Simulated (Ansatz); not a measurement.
# MgO: moving O off its site

MgO, Fm-3m, a = 4.270 Å (as given, not relaxed at this level: -7.1 GPa). Ansatz: r2SCAN, PAW, 500 eV, Γ-centred 10×10×10 mesh on 2 atoms, Gaussian smearing 0.05 eV; no spin polarisation.

```
CELL_PARAMETERS angstrom
0.00000 2.13515 2.13515
2.13515 0.00000 2.13515
2.13515 2.13515 0.00000
ATOMIC_POSITIONS crystal
Mg 0.00000 0.00000 0.00000
O 0.50000 0.50000 0.50000
```

Atom 2 (O) moves by x along the unit vector (0.707, 0.707, 0.000), with its periodic images; all else is held. y is the free energy of the cell over the start, F the force along the path summed over the moved atoms. Symmetry makes y even in x.

```tsv
x (Å)	y (meV)	F (eV/Å)
-0.1000	22.53	0.45
-0.0500	5.60	0.22
0.0000	0.00	0.00
0.0125	0.35	-0.06
0.0250	?	?
0.0375	3.15	-0.17
0.0625	8.76	-0.28
0.0750	12.63	-0.34
0.0875	17.22	-0.40
```

Problem. Fit y = c2 x² + c4 x⁴ to the energies of the other rows, give the force constant, and predict energy and force of the missing row.

Solution. Least squares on the rows shown. y = 2236.0 x² + 1705.9 x⁴. The force constant is 2 c2 = 4.47 eV/Å², for the cell as given, at -7.1 GPa (for all images moving together, not for a lone atom). With two atoms in a cubic cell this is the optical mode at Γ without the LO field: ω = 521.5 √(2 c2/μ) = 355 cm⁻¹ for μ = 9.65 u. The force −dy/dx at the missing row is -0.11 eV/Å (computed -0.11). At x = 0.0250 the fit asked for gives 1.40 meV. The run gave 1.40 meV, the same to the digits shown.